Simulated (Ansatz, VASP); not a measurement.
## One calculation of TePb, two programs

The input POSCAR:

```
TePb
1.0
    4.0549547108      0.0000000000      0.0000000000
    0.0000000000      4.0549547108      0.0000000000
    0.0000000000      0.0000000000      4.0549547108
Pb Te
1 1
Direct
    0.0000000000      0.0000000000      0.0000000000
    0.5000000000      0.5000000000      0.5000000000
```

Contents of INCAR.step1:

```
PREC = Accurate
ENCUT = 520
EDIFF = 1E-5
ISMEAR = -1
SIGMA = 0.05
LREAL = F
LASPH = T
NELM = 100
ALGO = Normal
ISIF = 2
LWAVE = T
GGA = PE
NBANDS = 17
```

File INCAR.step2:

```
PREC = Accurate
ENCUT = 520
EDIFF = 1E-6
ISMEAR = -1
SIGMA = 0.05
LREAL = F
LASPH = T
NELM = 100
ALGO = Normal
ISIF = 2
LWAVE = F
LCHARG = T
METAGGA = R2SCAN
LHFCALC = T
AEXX = 0.25
LMIXTAU = T
PRECFOCK = Normal
HFRCUT = -1
LELF = T
LVHAR = T
ISTART = 1
NBANDS = 17
```

KPOINTS

```
regular mesh
0
Gamma
  4 4 4
```

The input input.yaml:

```yaml
crystal:
  lattice:
    - [4.0549547108, 0.0, 0.0]
    - [0.0, 4.0549547108, 0.0]
    - [0.0, 0.0, 4.0549547108]
  atoms:
    - { symbol: Pb, position: [0.0, 0.0, 0.0] }
    - { symbol: Te, position: [0.5, 0.5, 0.5] }
hamiltonian:
  xc: r2scan0
  pseudopotentials: { kind: paw }
kpoints:
  mp_grid: { grid: [4, 4, 4] }
scf:
  occupations: { method: fermi_dirac, width: 0.05 }
output:
  forces: true
  stress: true
  eigenvalues: true
```

Measurements of this composition are mostly on another form, of space group No. 225.

Alike in both runs: task single point; functional r2SCAN0; k mesh 4 × 4 × 4; occupations fermi-dirac, width 0.05 eV; no spin polarisation.

|  | VASP | Ansatz |
| --- | --- | --- |
| version | VASP 6.6.1 | Ansatz 0.2.0 |
| potentials or method | VASP PAW PBE potentials, release 64 (Pb_d, Te) | Ansatz PAW |
| plane-wave cutoff (eV) | 520 | 500 |
| valence electrons in the cell | 20 | 30 |

Ansatz gave:

```
gap on the k mesh at the Fermi level (eV) : none
pressure (GPa)                            : -2.1
```

Task: Estimate VASP's values.

Result: gap on the k mesh at the Fermi level (eV): none; pressure (GPa): -2.4.

A gap of «none» marks a metal or a gap that the smearing closes. The functional is the same, so the differences come from potentials, cutoffs and numerics. The two sets of potentials don't hold the same shells in valence.

Caveats: the k mesh is coarse (spacing up to 0.39 Å⁻¹), so the values aren't converged, least of all with exact exchange; the PAW data sets were made with another functional, which shifts forces and pressure a little (VASP); the PAW data sets come from PBE, with cores solved anew for the run's functional, which leaves a small shift of forces and pressure (Ansatz); the thresholds are loose for stress (Ansatz). The runs have no spin-orbit coupling, so splittings on Pb, Te are missing.
